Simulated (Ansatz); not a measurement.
# SiO2 (P3_221): the host for defect calculations, part 2 of 2

Aim: the runs on the perfect crystal SiO2 (P3_221) that a defect calculation needs first.

Ansatz 0.2.0; plane-wave PAW DFT, PBEsol; relaxation of the defect-free supercell from its symmetric sites (the session's first sound run).

So far: Starting point; Defect free supercell relaxed from its symmetric sites.

## Step 3: Defect free supercell relaxed from displaced atoms

This step: plane-wave PAW DFT, PBEsol; relaxation of the defect-free supercell from random displacements, a test of the host's stability (Ansatz 0.2.0).

The input, pristine.rattled/input.yaml:

```yaml
crystal:
  lattice:
    - [9.895973338, 0.0, 0.0]
    - [-4.947986669, 8.5701643059, 0.0]
    - [0.0, 0.0, 10.8824784213]
  atoms:
    - { symbol: Si, position: [0.0, 0.2351871553, 0.1666666666] }
    - { symbol: Si, position: [0.2648128447, 0.2648128447, 0.0] }
    - { symbol: Si, position: [0.2351871553, 0.0, 0.3333333334] }
    - { symbol: O, position: [0.0728038984, 0.3665324828, 0.2739032436] }
    - { symbol: O, position: [0.2937285843, 0.4271961016, 0.4405699104] }
    - { symbol: O, position: [0.1334675172, 0.2062714157, 0.107236577] }
    - { symbol: O, position: [0.2062714157, 0.1334675172, 0.392763423] }
    - { symbol: O, position: [0.4271961016, 0.2937285843, 0.0594300896] }
    - { symbol: O, position: [0.3665324828, 0.0728038984, 0.2260967564] }
    - { symbol: Si, position: [0.0, 0.2351871553, 0.6666666666] }
    - { symbol: Si, position: [0.2648128447, 0.2648128447, 0.5] }
    - { symbol: Si, position: [0.2351871553, 0.0, 0.8333333333] }
    - { symbol: O, position: [0.0728038984, 0.3665324828, 0.7739032436] }
    - { symbol: O, position: [0.2937285843, 0.4271961016, 0.9405699104] }
    - { symbol: O, position: [0.1334675172, 0.2062714157, 0.607236577] }
    - { symbol: O, position: [0.2062714157, 0.1334675172, 0.892763423] }
    - { symbol: O, position: [0.4271961016, 0.2937285843, 0.5594300896] }
    - { symbol: O, position: [0.3665324828, 0.0728038984, 0.7260967564] }
    - { symbol: Si, position: [0.0, 0.7351871553, 0.1666666666] }
    - { symbol: Si, position: [0.2648128447, 0.7648128447, 0.0] }
    - { symbol: Si, position: [0.2351871553, 0.5, 0.3333333334] }
    - { symbol: O, position: [0.0728038984, 0.8665324828, 0.2739032436] }
    - { symbol: O, position: [0.2937285843, 0.9271961016, 0.4405699104] }
    - { symbol: O, position: [0.1334675172, 0.7062714157, 0.107236577] }
    - { symbol: O, position: [0.2062714157, 0.6334675172, 0.392763423] }
    - { symbol: O, position: [0.4271961016, 0.7937285843, 0.0594300896] }
    - { symbol: O, position: [0.3665324828, 0.5728038984, 0.2260967564] }
    - { symbol: Si, position: [0.0, 0.7351871553, 0.6666666666] }
    - { symbol: Si, position: [0.2648128447, 0.7648128447, 0.5] }
    - { symbol: Si, position: [0.2351871553, 0.5, 0.8333333333] }
    - { symbol: O, position: [0.0728038984, 0.8665324828, 0.7739032436] }
    - { symbol: O, position: [0.2937285843, 0.9271961016, 0.9405699104] }
    - { symbol: O, position: [0.1334675172, 0.7062714157, 0.607236577] }
    - { symbol: O, position: [0.2062714157, 0.6334675172, 0.892763423] }
    - { symbol: O, position: [0.4271961016, 0.7937285843, 0.5594300896] }
    - { symbol: O, position: [0.3665324828, 0.5728038984, 0.7260967564] }
    - { symbol: Si, position: [0.5, 0.2351871553, 0.1666666666] }
    - { symbol: Si, position: [0.7648128447, 0.2648128447, 0.0] }
    - { symbol: Si, position: [0.7351871553, 0.0, 0.3333333334] }
    - { symbol: O, position: [0.5728038984, 0.3665324828, 0.2739032436] }
    - { symbol: O, position: [0.7937285843, 0.4271961016, 0.4405699104] }
    - { symbol: O, position: [0.6334675172, 0.2062714157, 0.107236577] }
    - { symbol: O, position: [0.7062714157, 0.1334675172, 0.392763423] }
    - { symbol: O, position: [0.9271961016, 0.2937285843, 0.0594300896] }
    - { symbol: O, position: [0.8665324828, 0.0728038984, 0.2260967564] }
    - { symbol: Si, position: [0.5, 0.2351871553, 0.6666666666] }
    - { symbol: Si, position: [0.7648128447, 0.2648128447, 0.5] }
    - { symbol: Si, position: [0.7351871553, 0.0, 0.8333333333] }
    - { symbol: O, position: [0.5728038984, 0.3665324828, 0.7739032436] }
    - { symbol: O, position: [0.7937285843, 0.4271961016, 0.9405699104] }
    - { symbol: O, position: [0.6334675172, 0.2062714157, 0.607236577] }
    - { symbol: O, position: [0.7062714157, 0.1334675172, 0.892763423] }
    - { symbol: O, position: [0.9271961016, 0.2937285843, 0.5594300896] }
    - { symbol: O, position: [0.8665324828, 0.0728038984, 0.7260967564] }
    - { symbol: Si, position: [0.5, 0.7351871553, 0.1666666666] }
    - { symbol: Si, position: [0.7648128447, 0.7648128447, 0.0] }
    - { symbol: Si, position: [0.7351871553, 0.5, 0.3333333334] }
    - { symbol: O, position: [0.5728038984, 0.8665324828, 0.2739032436] }
    - { symbol: O, position: [0.7937285843, 0.9271961016, 0.4405699104] }
    - { symbol: O, position: [0.6334675172, 0.7062714157, 0.107236577] }
    - { symbol: O, position: [0.7062714157, 0.6334675172, 0.392763423] }
    - { symbol: O, position: [0.9271961016, 0.7937285843, 0.0594300896] }
    - { symbol: O, position: [0.8665324828, 0.5728038984, 0.2260967564] }
    - { symbol: Si, position: [0.5, 0.7351871553, 0.6666666666] }
    - { symbol: Si, position: [0.7648128447, 0.7648128447, 0.5] }
    - { symbol: Si, position: [0.7351871553, 0.5, 0.8333333333] }
    - { symbol: O, position: [0.5728038984, 0.8665324828, 0.7739032436] }
    - { symbol: O, position: [0.7937285843, 0.9271961016, 0.9405699104] }
    - { symbol: O, position: [0.6334675172, 0.7062714157, 0.607236577] }
    - { symbol: O, position: [0.7062714157, 0.6334675172, 0.892763423] }
    - { symbol: O, position: [0.9271961016, 0.7937285843, 0.5594300896] }
    - { symbol: O, position: [0.8665324828, 0.5728038984, 0.7260967564] }
basis:
  ecutwfc: 420
  xc_grid: 2
hamiltonian:
  xc: pbesol
kpoints:
  mp_grid: { grid: [1, 1, 1], shift: [0.25, 0.25, 0.25] }
scf:
  occupations: { method: fermi_dirac, width: 0.01 }
  max_iter: 80
output:
  forces: true
relax:
  f_tol: 0.01
  max_steps: 120
  random_displacement: { amplitude: 0.08, seed: 1585 }
checkpoint:
  write: "../pristine.rattled.run"
  compress: false
  write_wavefunctions: false
  write_every: 100000
```

Started as:

```
> ansatz run input.yaml --threads 8 --pin off --max-ram 22609MiB --backend cpu --events-out ev --progress --plain --runs-dir out
```

Numbers of over 12 decimals in the logs are rounded to 6 here.

Log:

```text
[...]
Crystal: 72 atoms, lattice volume = 922.944 Å³
Basis set: ecut = 420 eV, 18049 PW (Γ), exchange–correlation on 144×144×150 points (8 copies of the dense FFT grid, shifted against one another)
Bands: 264, of which v1, the nominal top of the filled ones, is band 192 counted from 1 (191 counted from 0)
Symmetry: 1 space group operations
k-points: 1
[...]
SCF iter   1: F=—  HF=-41912.670204 eV  |F-HF|=—  |Δ(HF+E_count)|=         —  Δρ=1.22e-2  dr2=1.06e0  ethr=1.77e-3  ⟨swp⟩=7.0  Hψ=1274  notcnv=0  defer=33
[...]
SCF iter   7: F=-41912.371174 eV  HF=-41912.371174 eV  |F-HF|=5.89e-8  |Δ(HF+E_count)|=   6.75e-6  Δρ=1.22e-5  dr2=1.09e-6  ethr=6.51e-10  ⟨swp⟩=4.0  Hψ=797  notcnv=0
SCF 1 converged in 7 iterations: F = -41912.371174 eV  dr2 = 1.09e-6
[...]
relax step   1: F+E_penalty+E_count = -41912.37117437 eV  Δ(F+E_penalty+E_count) = +0.000e0 eV  max|allowed force component| = 5.977e0 eV/Å  Δτ_max = 0.0000 Å  (7 SCF iters, dr2 threshold 2.50e-6 eV, accepted)
[... the SCF cycles and remarks between the steps are left out from here to the last step ...]
relax step   2: F+E_penalty+E_count = -41916.15017977 eV  Δ(F+E_penalty+E_count) = -3.779e0 eV  max|allowed force component| = 3.598e0 eV/Å  Δτ_max = 0.0507 Å  (6 SCF iters, dr2 threshold 1.00e-4 eV, accepted)
relax step   3: F+E_penalty+E_count = -41918.73218422 eV  Δ(F+E_penalty+E_count) = -2.582e0 eV  max|allowed force component| = 6.905e-2 eV/Å  Δτ_max = 0.0802 Å  (6 SCF iters, dr2 threshold 1.00e-4 eV, accepted)
relax step   4: F+E_penalty+E_count = -41918.74385780 eV  Δ(F+E_penalty+E_count) = -1.167e-2 eV  max|allowed force component| = 6.800e-3 eV/Å  Δτ_max = 0.0402 Å  (7 SCF iters, dr2 threshold 2.98e-7 eV, accepted)
[...]
SCF iter   2: F=-41918.743858 eV  HF=-41918.743858 eV  |F-HF|=2.38e-8  |Δ(HF+E_count)|=   2.85e-5  Δρ=1.28e-6  dr2=1.47e-8  ethr=8.60e-12  ⟨swp⟩=4.0  Hψ=791  notcnv=0
SCF 5 converged in 2 iterations: F = -41918.743858 eV  dr2 = 1.47e-8
relax step   5: F+E_penalty+E_count = -41918.74385780 eV  Δ(F+E_penalty+E_count) = -4.322e-9 eV  max|allowed force component| = 6.803e-3 eV/Å  Δτ_max = 0.0000 Å  (2 SCF iters, accepted)
SCF converged after 2 iterations
Free energy (F): -41918.743858 eV
[...]
Internal energy: -41918.743858 eV  (E = F + TS)
E sigma→0 (E₀):  -41918.743858 eV
Fermi energy:    5.519645 eV
[...]
--- Forces (eV/Å), atoms counted from 1 ---
  atom   1  Si     0.00025284    -0.00024314    -0.00018296
  atom   2  Si     0.00227934     0.00020190     0.00217601
  atom   3  Si    -0.00056767     0.00237332    -0.00252207
  atom   4  O     -0.00333042    -0.00071334    -0.00013448
  atom   5  O      0.00158284     0.00244151     0.00046788
  atom   6  O     -0.00252047    -0.00198334     0.00327648
  atom   7  O      0.00036116    -0.00140765    -0.00364920
  atom   8  O     -0.00129750     0.00511615     0.00042818
  atom   9  O      0.00243012    -0.00288047     0.00063413
  atom  10  Si     0.00297006    -0.00123709    -0.00276172
  atom  11  Si    -0.00089248    -0.00172417    -0.00113042
  atom  12  Si    -0.00002159     0.00250323     0.00152785
  atom  13  O     -0.00076365    -0.00014597     0.00001955
  atom  14  O      0.00231954    -0.00043919     0.00071938
  atom  15  O     -0.00305565    -0.00313371     0.00332930
  atom  16  O     -0.00275465    -0.00583348    -0.00285937
  atom  17  O     -0.00071040     0.00680348    -0.00113773
  atom  18  O      0.00102937    -0.00203289    -0.00082355
  atom  19  Si     0.00056541     0.00058300     0.00212666
  atom  20  Si     0.00210764    -0.00001300    -0.00077107
  atom  21  Si     0.00133820    -0.00086057     0.00045339
  atom  22  O     -0.00215449     0.00087240    -0.00072819
  atom  23  O      0.00121488     0.00152069     0.00087547
  atom  24  O     -0.00158454    -0.00192802     0.00301367
  atom  25  O     -0.00195357    -0.00186416    -0.00531943
  atom  26  O     -0.00149031     0.00240970     0.00021126
  atom  27  O      0.00306256    -0.00310346    -0.00073495
  atom  28  Si     0.00154221     0.00240514    -0.00317725
  atom  29  Si    -0.00027044    -0.00061535    -0.00086368
  atom  30  Si     0.00267934    -0.00018078     0.00256480
  atom  31  O     -0.00247889    -0.00013682    -0.00096072
  atom  32  O      0.00553540    -0.00015227    -0.00127831
  atom  33  O     -0.00251775    -0.00143028     0.00648306
  atom  34  O     -0.00162374    -0.00358368    -0.00189231
  atom  35  O      0.00057605     0.00203369    -0.00124498
  atom  36  O     -0.00000396    -0.00259862     0.00159334
  atom  37  Si     0.00306508     0.00029000     0.00202153
  atom  38  Si     0.00005572    -0.00222592    -0.00240063
  atom  39  Si     0.00129331     0.00041292     0.00007930
  atom  40  O     -0.00084616     0.00137693     0.00014949
  atom  41  O      0.00258916     0.00234512    -0.00076211
  atom  42  O     -0.00280796    -0.00017458     0.00269956
  atom  43  O     -0.00061105    -0.00221006    -0.00307542
  atom  44  O     -0.00027893     0.00477702     0.00078837
  atom  45  O      0.00008280    -0.00352707    -0.00068290
  atom  46  Si     0.00119758     0.00107613    -0.00197181
  atom  47  Si     0.00075495     0.00077817     0.00249576
  atom  48  Si    -0.00063312     0.00314241     0.00103939
  atom  49  O     -0.00231771    -0.00140035    -0.00014404
  atom  50  O      0.00463258     0.00237403    -0.00080115
  atom  51  O     -0.00401214    -0.00361051     0.00003172
  atom  52  O     -0.00075318    -0.00417241    -0.00371337
  atom  53  O     -0.00294072     0.00538420     0.00066452
  atom  54  O      0.00023171    -0.00227750    -0.00083216
  atom  55  Si     0.00205926     0.00074788     0.00283931
  atom  56  Si    -0.00053183     0.00024573    -0.00050497
  atom  57  Si     0.00161376    -0.00010636     0.00124917
  atom  58  O     -0.00308740    -0.00215077     0.00231111
  atom  59  O      0.00246106     0.00239765     0.00162645
  atom  60  O     -0.00183835    -0.00000072     0.00562612
  atom  61  O     -0.00143748    -0.00166035    -0.00308918
  atom  62  O      0.00125230     0.00301984    -0.00067231
  atom  63  O      0.00107996    -0.00079952    -0.00040331
  atom  64  Si     0.00217672     0.00260241    -0.00319598
  atom  65  Si     0.00265029     0.00344264     0.00163501
  atom  66  Si    -0.00026420     0.00317964     0.00198988
  atom  67  O     -0.00424848    -0.00095261    -0.00191755
  atom  68  O      0.00383489    -0.00009871    -0.00066054
  atom  69  O     -0.00294807    -0.00061287     0.00620696
  atom  70  O     -0.00304714    -0.00536274    -0.00317544
  atom  71  O      0.00067026     0.00356467    -0.00210436
  atom  72  O     -0.00094343    -0.00083757    -0.00107475
  max |Σ_I F_I| component: 8.88e-6 eV/Å
--- Relaxed structure (5 steps of the walk, 5 accepted, 0 SCFs on fresh bases) ---
  F+E_penalty+E_count = -41918.74385780 eV   max|allowed force component| = 6.803e-3 eV/Å
  atoms:
    - { symbol: Si, position: [-8.157436895625536e-5, 0.235162, 0.166559] }
    - { symbol: Si, position: [0.264747, 0.265075, -0.000364] }
    - { symbol: Si, position: [0.234801, -0.000392, 0.333207] }
    - { symbol: O, position: [0.072855, 0.366253, 0.273966] }
    - { symbol: O, position: [0.294264, 0.427015, 0.440080] }
    - { symbol: O, position: [0.133352, 0.206420, 0.106843] }
    - { symbol: O, position: [0.205783, 0.132881, 0.392896] }
    - { symbol: O, position: [0.427094, 0.293886, 0.059092] }
    - { symbol: O, position: [0.365454, 0.072560, 0.225476] }
    - { symbol: Si, position: [0.000128, 0.235299, 0.666520] }
    - { symbol: Si, position: [0.264985, 0.264673, 0.499842] }
    - { symbol: Si, position: [0.235090, 0.000106, 0.833184] }
    - { symbol: O, position: [0.072547, 0.366550, 0.773853] }
    - { symbol: O, position: [0.293652, 0.427520, 0.940328] }
    - { symbol: O, position: [0.133977, 0.206820, 0.607309] }
    - { symbol: O, position: [0.206355, 0.133857, 0.892289] }
    - { symbol: O, position: [0.427326, 0.293258, 0.559111] }
    - { symbol: O, position: [0.366549, 0.072729, 0.726019] }
    - { symbol: Si, position: [-0.000318, 0.734736, 0.166607] }
    - { symbol: Si, position: [0.264666, 0.764991, -0.000136] }
    - { symbol: Si, position: [0.235348, 0.499864, 0.333156] }
    - { symbol: O, position: [0.072360, 0.865544, 0.274252] }
    - { symbol: O, position: [0.294164, 0.927229, 0.440161] }
    - { symbol: O, position: [0.133259, 0.706068, 0.107082] }
    - { symbol: O, position: [0.206699, 0.633325, 0.392894] }
    - { symbol: O, position: [0.427110, 0.793969, 0.059203] }
    - { symbol: O, position: [0.366174, 0.572742, 0.225560] }
    - { symbol: Si, position: [4.56943674366217e-5, 0.735020, 0.666548] }
    - { symbol: Si, position: [0.265177, 0.764972, 0.499877] }
    - { symbol: Si, position: [0.234992, 0.500215, 0.833080] }
    - { symbol: O, position: [0.072811, 0.866380, 0.773790] }
    - { symbol: O, position: [0.293371, 0.927436, 0.940715] }
    - { symbol: O, position: [0.133688, 0.706505, 0.606984] }
    - { symbol: O, position: [0.206340, 0.633894, 0.892422] }
    - { symbol: O, position: [0.427593, 0.794264, 0.559491] }
    - { symbol: O, position: [0.366101, 0.572802, 0.725670] }
    - { symbol: Si, position: [0.499462, 0.234852, 0.166310] }
    - { symbol: Si, position: [0.764554, 0.264683, -5.410714699769682e-5] }
    - { symbol: Si, position: [0.735124, -0.000306, 0.333157] }
    - { symbol: O, position: [0.572373, 0.365807, 0.273832] }
    - { symbol: O, position: [0.793558, 0.426767, 0.440261] }
    - { symbol: O, position: [0.632860, 0.205770, 0.106943] }
    - { symbol: O, position: [0.706079, 0.132989, 0.392755] }
    - { symbol: O, position: [0.926898, 0.293780, 0.059562] }
    - { symbol: O, position: [0.866444, 0.072745, 0.225928] }
    - { symbol: Si, position: [0.500149, 0.235032, 0.666554] }
    - { symbol: Si, position: [0.764843, 0.264540, 0.499840] }
    - { symbol: Si, position: [0.735442, 5.5181568849564816e-5, 0.833230] }
    - { symbol: O, position: [0.572890, 0.366524, 0.773696] }
    - { symbol: O, position: [0.793356, 0.427074, 0.940626] }
    - { symbol: O, position: [0.633836, 0.206282, 0.607348] }
    - { symbol: O, position: [0.706453, 0.133520, 0.892573] }
    - { symbol: O, position: [0.927381, 0.293567, 0.559047] }
    - { symbol: O, position: [0.866565, 0.072868, 0.725837] }
    - { symbol: Si, position: [0.499849, 0.735076, 0.166221] }
    - { symbol: Si, position: [0.764976, 0.764942, -0.000261] }
    - { symbol: Si, position: [0.734829, 0.499440, 0.333067] }
    - { symbol: O, position: [0.572876, 0.866167, 0.273613] }
    - { symbol: O, position: [0.793672, 0.926762, 0.440271] }
    - { symbol: O, position: [0.633106, 0.706018, 0.106578] }
    - { symbol: O, position: [0.706160, 0.633030, 0.392536] }
    - { symbol: O, position: [0.927123, 0.793755, 0.059546] }
    - { symbol: O, position: [0.865906, 0.572184, 0.225623] }
    - { symbol: Si, position: [0.500072, 0.735129, 0.666542] }
    - { symbol: Si, position: [0.764647, 0.764380, 0.499759] }
    - { symbol: Si, position: [0.735289, 0.499976, 0.833136] }
    - { symbol: O, position: [0.573164, 0.866095, 0.774026] }
    - { symbol: O, position: [0.794196, 0.927554, 0.940549] }
    - { symbol: O, position: [0.633181, 0.705849, 0.606894] }
    - { symbol: O, position: [0.706897, 0.633926, 0.892267] }
    - { symbol: O, position: [0.926929, 0.793321, 0.559398] }
    - { symbol: O, position: [0.866768, 0.572510, 0.725976] }
```

It took 25 s on 8 threads of Arm Neoverse V2, shared host; peak memory 1.6 GiB; 3.1 min of CPU time.

Step by step:

```tsv
step	energy less that of the first step (eV)	largest force component (eV/Å)
1	0.0000	5.9766
2	-3.7790	3.5975
3	-6.3610	0.0690
4	-6.3727	0.0068
5	-6.3727	0.0068
```

The atoms that moved most (Å, from the sites as typed, ahead of the random displacement, the mean shift of all atoms taken out):

```tsv
atom	dx	dy	dz	length
O9	-0.009	-0.001	-0.005	0.011
O22	0.000	-0.008	0.006	0.010
O67	0.006	-0.003	0.003	0.007
O70	0.004	0.005	-0.003	0.007
O5	0.006	-0.001	-0.003	0.007
O15	0.002	0.006	0.003	0.007
O32	-0.005	0.003	0.004	0.007
O63	-0.003	-0.004	-0.003	0.006
```

The relaxation ends 89 meV an atom lower than the displaced start, with a largest force component of 0.0068 eV/Å.

## Step 4: Outcome

| Item | Value |
| --- | --- |
| supercell relaxed in its symmetry less the displaced and relaxed one | 0.000 eV |

**Reading.** The energy fell by 6.373 eV from the randomly displaced start; against the sites as typed, O9 ends farthest off, by 0.01 Å, once the mean shift is taken out. The displaced cell ends within 0.01 eV of the symmetric one relaxed in its symmetry, so no lower structure shows in this supercell. All at zero temperature.

[Logs are printed without paths, hosts, clocks, repeated set-up lines and the standing remarks that a program may print on its own settings, such as how far it seeks lower states.]

[Hosts, paths, dates, database ids (printed as entryN), source tags and the programs' standing remarks are cut or masked in the printed files.]

[Runs of the host that timed out are not shown.]

[For some hosts the program warned that the k-mesh of the response run may be too coarse for force constants and the static dielectric constant; such warnings are not always shown.]
